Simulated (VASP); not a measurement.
# SnSe (Fm-3m) in VASP: a series of runs

The runs below take SnSe through single point, with LDA.

All numbers are computed with VASP 6.6.1; they aren't measurements. Logs are shortened: lines on timing, memory, paths and dates and some standing lists are left out, and cuts for length are marked.

## (1) The crystal as given

Symmetry: Fm-3m, No. 225, cubic system. The conventional cell has a = 6.020 Å, b = 6.020 Å, c = 6.020 Å, α = 90.00°, β = 90.00°, γ = 90.00°. Sn (site symmetry m-3m) has 6 Se at 3.01 Å as nearest neighbours. Se (site symmetry m-3m) is surrounded by 6 Sn at 3.01 Å.

Measurements of this composition are mostly on another form, of space group No. 62.

## (2) Single point, LDA, spin-orbit coupling, no magnetisation

File INCAR:

```
SYSTEM = SnSe
PREC     = Accurate       ! precision mode
ENCUT    = 460            ! plane-wave cutoff, eV
EDIFF    = 1E-7           ! SCF threshold, eV
ISMEAR   = 0              ! smearing method
SIGMA    = 0.02           ! smearing width, eV
LREAL    = .FALSE.        ! projectors in reciprocal space
LASPH    = .TRUE.         ! aspherical terms in the spheres
NELM     = 100            ! most SCF steps
ALGO     = Normal         ! electronic algorithm
ISIF     = 2              ! what is computed and relaxed
LWAVE    = .FALSE.        ! write WAVECAR
LCHARG   = .FALSE.        ! write CHGCAR
MAGMOM   = 0 0 0 0 0 0    ! initial moments
LORBIT   = 11             ! projections on sites
LSORBIT  = .TRUE.         ! spin-orbit coupling
GGA_COMPAT= .FALSE.      
NBANDS   = 36             ! bands
```

File KPOINTS:

```
regular mesh
0
G
  4 4 4
  0 0 0
```

File POSCAR:

```
SnSe
1.0
    0.0000000000      3.0100000000      3.0100000000
    3.0100000000      0.0000000000      3.0100000000
    3.0100000000      3.0100000000      0.0000000000
Sn Se
1 1
Direct
    0.0000000000      0.0000000000      0.0000000000
    0.5000000000      0.5000000000      0.5000000000
```

Potentials or basis: VASP PAW LDA potentials, release 64 (Sn_d, Se).

Started as:

```sh
cat potpaw_LDA.64/Sn_d/POTCAR potpaw_LDA.64/Se/POTCAR > POTCAR
mpirun -np 1 vasp_ncl > vasp.out
```

OUTCAR:

```text
SYSTEM = SnSe
   PREC = Accurate
   ENCUT = 460
   EDIFF = 1E-7
   ISMEAR = 0
   LREAL = .FALSE.
   LASPH = .TRUE.
   NELM = 100
   ISIF = 2
   LORBIT = 11
   LSORBIT = .TRUE.

 Found      8 irreducible k-points:

 Following reciprocal coordinates:
            Coordinates               Weight
  0.000000  0.000000  0.000000      1.000000
  0.250000  0.000000  0.000000      8.000000
  0.500000  0.000000  0.000000      4.000000
  0.250000  0.250000  0.000000      6.000000
  0.500000  0.250000  0.000000     24.000000
 -0.250000  0.250000  0.000000     12.000000
   k-points           NKPTS =      8   k-points in BZ     NKDIM =      8   number of bands    NBANDS=     36
   number of dos      NEDOS =    301   number of ions     NIONS =      2
   total plane-waves  NPLWV =  27000
   dimension x,y,z NGX =    30 NGY =   30 NGZ =   30
   dimension x,y,z NGXF=    60 NGYF=   60 NGZF=   60
   ions per type =               1   1
   NGX,Y,Z   is equivalent  to a cutoff of  11.72, 11.72, 11.72 a.u.
   NGXF,Y,Z  is equivalent  to a cutoff of  23.43, 23.43, 23.43 a.u.
 SYSTEM =  SnSe
   PREC   = accura    normal or accurate (medium, high low for compatibility)
   ISTART =      0    job   : 0-new  1-cont  2-samecut
   ICHARG =      2    charge: 1-file 2-atom 10-const
   ISPIN  =      1    spin polarized calculation?
   LNONCOLLINEAR =      T non collinear calculations
   LSORBIT =      T    spin-orbit coupling
   LASPH  =      T    aspherical Exc in radial PAW
   ENCUT  =  460.0 eV  33.81 Ry    5.81 a.u.   7.44  7.44  7.44*2*pi/ulx,y,z
   NELM   =    100;   NELMIN=  2; NELMDL= -5     # of ELM steps
   EDIFF  = 0.1E-06   stopping-criterion for ELM
   LREAL  =      F    real-space projection
   EDIFFG = 0.1E-05   stopping-criterion for IOM
   NSW    =      0    number of steps for IOM
   IBRION =     -1    ionic relax: 0-MD 1-quasi-New 2-CG
   NFREE  =      0    steps in history (QN), initial steepest desc. (CG)
   ISIF   =      2    stress and relaxation
   ISYM   =      2    0-nonsym 1-usesym 2-fastsym
   POTIM  = 0.5000    time-step for ionic-motion
   TEBEG  =    0.0;   TEEND  =   0.0 temperature during run
   PSTRESS=    0.0 pullay stress
   NELECT =      20.0000    total number of electrons
   NUPDOWN=      -1.0000    fix difference up-down
   EMIN   =  10.00;   EMAX   =-10.00  energy-range for DOS
   EFERMI =   0.00;   METHOD = LEGACY
   ISMEAR =     0;   SIGMA  =   0.02  broadening in eV -4-tet -1-fermi 0-gaus
   EFERMI_NEDOS =   21; number of points for ismear=-14 and -15
   IALGO  =     38    algorithm
   IMIX   =      4    mixing-type and parameters
     AMIX     =   0.40;   BMIX     =  1.00
     AMIX_MAG =   1.60;   BMIX_MAG =  1.00
  volume/ion in A,a.u.               =      27.27       184.03
  Fermi-wavevector in a.u.,A,eV,Ry     =   1.171768  2.214321 18.681350  1.373040
  Thomas-Fermi vector in A             =   2.308207
   LORBIT       =     11    0 simple, 1 ext, 2 COOP (PROOUT), +10 PAW based schemes
   GGA     = CA    functional components
   LHFCALC =     F    Hartree Fock is set to
   AEXX    =    0.0000 exact exchange contribution
   IVDW    =     0    specifies the selected vdW correction
   LEPSILON=     F    determine dielectric tensor
   LRPA    =     F    only Hartree local field effects (RPA)
 Gauss-broadening in eV      SIGMA  =   0.02
  energy-cutoff  :      460.00
  volume of cell :       54.54
 maximum number of plane-waves:      2486
 NGX is ok and might be reduce to    30
   NGX = 15   NGY = 15   NGZ = 15

 number of electron      19.9999986 magnetization      -0.0000000      0.0000000      0.0000000

 number of electron      19.9999986 magnetization       0.0000000     -0.0000000     -0.0000000

 number of electron      19.9999986 magnetization       0.0000000      0.0000000      0.0000000

 number of electron      19.9999986 magnetization      -0.0000000     -0.0000000     -0.0000000

 Free energy of the ion-electron system (eV)
  ---------------------------------------------------
  ext. energy  EPLUGINS =         0.00000000
  ---------------------------------------------------
  free energy    TOTEN  =        -9.59812693 eV

  energy without entropy =       -9.59812693  energy(sigma->0) =       -9.59812693

 E-fermi :   5.4617     XC(G=0):  -9.8976

 val. band max:        5.2651723596   @ k =   0.5000   0.0000   0.0000
 cond. band min:       5.9200359514   @ k =   0.5000   0.0000   0.0000
 fundamental gap:      0.6548635918
 Fermi energy:         5.4617167224

 k-point     1 :       0.0000    0.0000    0.0000
  band No.  band energies     occupation
      1     -16.7236      1.00000
      2     -16.7236      1.00000
      3     -16.7236      1.00000
      4     -16.7236      1.00000
      5     -15.6828      1.00000
      6     -15.6828      1.00000
[... 24 lines left out ...]
     31      11.3050      0.00000
     32      11.3050      0.00000

 k-point     2 :       0.2500    0.0000    0.0000
  band No.  band energies     occupation
      1     -16.7239      1.00000
      2     -16.7239      1.00000
      3     -16.7209      1.00000
      4     -16.7209      1.00000
      5     -15.6860      1.00000
      6     -15.6860      1.00000
[... 24 lines left out ...]
     31      12.6030      0.00000
     32      12.6030      0.00000

 k-point     3 :       0.5000    0.0000    0.0000
  band No.  band energies     occupation
      1     -16.7243      1.00000
      2     -16.7243      1.00000
      3     -16.7182      1.00000
      4     -16.7182      1.00000
      5     -15.6894      1.00000
      6     -15.6894      1.00000
[... 24 lines left out ...]
     31      15.6384      0.00000
     32      15.6384      0.00000

 k-point     4 :       0.2500    0.2500    0.0000
  band No.  band energies     occupation
      1     -16.7230      1.00000
      2     -16.7230      1.00000
      3     -16.7218      1.00000
      4     -16.7218      1.00000
      5     -15.6869      1.00000
      6     -15.6869      1.00000
[... 24 lines left out ...]
     31      14.4527      0.00000
     32      14.4527      0.00000

 k-point     5 :       0.5000    0.2500    0.0000
  band No.  band energies     occupation
      1     -16.7235      1.00000
      2     -16.7235      1.00000
      3     -16.7198      1.00000
      4     -16.7198      1.00000
      5     -15.6896      1.00000
      6     -15.6896      1.00000
[... 24 lines left out ...]
     31      16.0903      0.00000
     32      16.0903      0.00000

 k-point     6 :      -0.2500    0.2500    0.0000
  band No.  band energies     occupation
      1     -16.7234      1.00000
      2     -16.7234      1.00000
      3     -16.7198      1.00000
      4     -16.7198      1.00000
      5     -15.6872      1.00000
      6     -15.6872      1.00000
[... 24 lines left out ...]
     31      14.5735      0.00000
     32      14.5735      0.00000

 [... further k-points ...]

 [bands above 32 left out]

------------------------ aborting loop because EDIFF is reached ----------------------------------------

  FORCE on cell =-STRESS in cart. coord.  units (eV):
  Direction    XX          YY          ZZ          XY          YZ          ZX
  --------------------------------------------------------------------------------------
  -------------------------------------------------------------------------------------
  Total       -1.5579649     -1.5579649     -1.5579649      0.0000000      0.0000000      0.0000000
  in kB      -45.7655573    -45.7655573    -45.7655573      0.0000000      0.0000000      0.0000000
  external PRESSURE =     -45.7655573 kB  Pullay stress =       0.0000000 kB

 VOLUME and BASIS-vectors are now :
 -----------------------------------------------------------------------------
  energy-cutoff  :      460.00
  volume of cell :       54.54
      direct lattice vectors                 reciprocal lattice vectors
     0.000000000  3.010000000  3.010000000    -0.166112957  0.166112957  0.166112957
     3.010000000  0.000000000  3.010000000     0.166112957 -0.166112957  0.166112957
     3.010000000  3.010000000  0.000000000     0.166112957  0.166112957 -0.166112957

 POSITION                                       TOTAL-FORCE (eV/Angst)
 -----------------------------------------------------------------------------------
      0.00000      0.00000      0.00000        -0.000000     -0.000000      0.000000
      3.01000      3.01000      3.01000         0.000000      0.000000      0.000000
 -----------------------------------------------------------------------------------
    total drift:                               -0.000000      0.000000      0.000000

  FREE ENERGIE OF THE ION-ELECTRON SYSTEM (eV)
  ---------------------------------------------------
  free  energy   TOTEN  =        -9.5981269305 eV

  energy  without entropy=       -9.5981269305  energy(sigma->0) =       -9.59812693

 Spin-Orbit-Coupling matrix elements

 Ion:    1  E_soc:     -0.0986304
 l=   1
     0.0000000    -0.0101032    -0.0101032
    -0.0101032     0.0000000    -0.0101032
    -0.0101032    -0.0101032     0.0000000
 l=   2
     0.0000000    -0.0012665     0.0000000    -0.0012665    -0.0050687
    -0.0012665     0.0000000    -0.0038015    -0.0012665    -0.0012672
     0.0000000    -0.0038015     0.0000000    -0.0038015     0.0000000
    -0.0012665    -0.0012665    -0.0038015     0.0000000    -0.0012672
    -0.0050687    -0.0012672     0.0000000    -0.0012672     0.0000000
 l=   3
     0.0000000     0.0000000     0.0000000     0.0000000     0.0000000     0.0000000     0.0000000
     0.0000000     0.0000000     0.0000000     0.0000000     0.0000000     0.0000000     0.0000000
     0.0000000     0.0000000     0.0000000     0.0000000     0.0000000     0.0000000     0.0000000
     0.0000000     0.0000000     0.0000000     0.0000000     0.0000000     0.0000000     0.0000000
     0.0000000     0.0000000     0.0000000     0.0000000     0.0000000     0.0000000     0.0000000
     0.0000000     0.0000000     0.0000000     0.0000000     0.0000000     0.0000000     0.0000000
     0.0000000     0.0000000     0.0000000     0.0000000     0.0000000     0.0000000     0.0000000

 Ion:    2  E_soc:     -0.0442823
 l=   1
     0.0000000    -0.0073919    -0.0073919
    -0.0073919     0.0000000    -0.0073919
    -0.0073919    -0.0073919     0.0000000
 l=   2
     0.0000000    -0.0000032     0.0000000    -0.0000032     0.0000147
    -0.0000032     0.0000000     0.0000110    -0.0000032     0.0000037
     0.0000000     0.0000110     0.0000000     0.0000110     0.0000000
    -0.0000032    -0.0000032     0.0000110     0.0000000     0.0000037
     0.0000147     0.0000037     0.0000000     0.0000037     0.0000000
 l=   3
     0.0000000     0.0000000     0.0000000     0.0000000     0.0000000     0.0000000     0.0000000
     0.0000000     0.0000000     0.0000000     0.0000000     0.0000000     0.0000000     0.0000000
     0.0000000     0.0000000     0.0000000     0.0000000     0.0000000     0.0000000     0.0000000
     0.0000000     0.0000000     0.0000000     0.0000000     0.0000000     0.0000000     0.0000000
     0.0000000     0.0000000     0.0000000     0.0000000     0.0000000     0.0000000     0.0000000
     0.0000000     0.0000000     0.0000000     0.0000000     0.0000000     0.0000000     0.0000000
     0.0000000     0.0000000     0.0000000     0.0000000     0.0000000     0.0000000     0.0000000

 total charge

# of ion       s       p       d       tot
------------------------------------------
    1        1.363   0.709   9.985  12.057
    2        1.496   2.253   0.026   3.776
--------------------------------------------------
tot          2.859   2.962  10.011  15.832

 magnetization (x)

# of ion       s       p       d       tot
------------------------------------------
    1       -0.000   0.000   0.000  -0.000
    2        0.000   0.000   0.000   0.000
--------------------------------------------------
tot         -0.000   0.000   0.000  -0.000

 magnetization (y)

# of ion       s       p       d       tot
------------------------------------------
    1       -0.000  -0.000   0.000  -0.000
    2        0.000   0.000  -0.000   0.000
--------------------------------------------------
tot         -0.000  -0.000  -0.000  -0.000

 magnetization (z)

# of ion       s       p       d       tot
------------------------------------------
    1        0.000  -0.000   0.000  -0.000
    2        0.000   0.000   0.000   0.000
--------------------------------------------------
tot          0.000  -0.000   0.000  -0.000
```

Run time: 20 s. Hardware: 1 thread of Intel Xeon Platinum 8488C (Sapphire Rapids), shared host; peak memory 0.23 GiB.

The run converged, but some of its settings lie outside the range that counts as converged, so its numbers aren't taken as properties of the crystal.

What came out:

* Free energy: -9.5981 eV
* Pressure: -4.6 GPa
* Valence electrons inside the program's atomic spheres: Sn 12.06; Se 3.78

Caveat: the k mesh is coarse (spacing up to 0.45 Å⁻¹), so the values aren't converged.

(Part 1 of 2 ends here.)
